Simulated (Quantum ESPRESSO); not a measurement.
Runs of Quantum ESPRESSO 7.5 on Al. Symmetry: Fm-3m, No. 225, cubic system. The conventional cell has a = 4.050 Å, b = 4.050 Å, c = 4.050 Å, α = 90.00°, β = 90.00°, γ = 90.00°. Al (site symmetry m-3m) is surrounded by 12 Al at 2.86 Å. 

| level | potentials or basis | k mesh | cutoff (eV) | SCF threshold | symmetry | V0 of scaled cells (Å³/atom) | B0 (GPa) |
| --- | --- | --- | --- | --- | --- | --- | --- |
| PW91+D4 | PseudoDojo 0.4.1 SR PBE standard | 11 × 11 × 11 | 544 | 2e-10 Ry | - | 16.11 | (a) |
| AM05+D4 | PseudoDojo 0.4.1 SR PBE standard | 11 × 11 × 11 | 544 | 2e-10 Ry | - | 15.75 | (c) |
| PBEsol+D4 | PseudoDojo 0.4.1 SR PBEsol standard | 11 × 11 × 11 | 544 | 2e-10 Ry | - | 15.82 | 89 |
| PBE+D4 | PseudoDojo 0.4.1 SR PBE standard | 11 × 11 × 11 | 544 | 2e-10 Ry | - | 15.82 | (b) |
| PW86PBE+D4 | PseudoDojo 0.4.1 SR PBE standard | 11 × 11 × 11 | 544 | 2e-10 Ry | - | 15.68 | 90 |
| BLYP+D4 | PseudoDojo 0.4.1 SR PBE standard | 11 × 11 × 11 | 544 | 2e-10 Ry | - | 16.15 | 75 |
| SCAN+D4 | SG15 PBE 1.2 | 8 × 8 × 8 | 1020 | 1e-08 Ry | off | 16.10 | 81 |

Alike in all rows: task equation of state; no spin polarisation; cell as given; smearing fermi-dirac 0.05 eV.

Q: Fill in the values left out.

A: (a) 83; (b) 88; (c) 93.

Caveats: the potentials were made for another functional, which shifts forces and pressure (some runs).
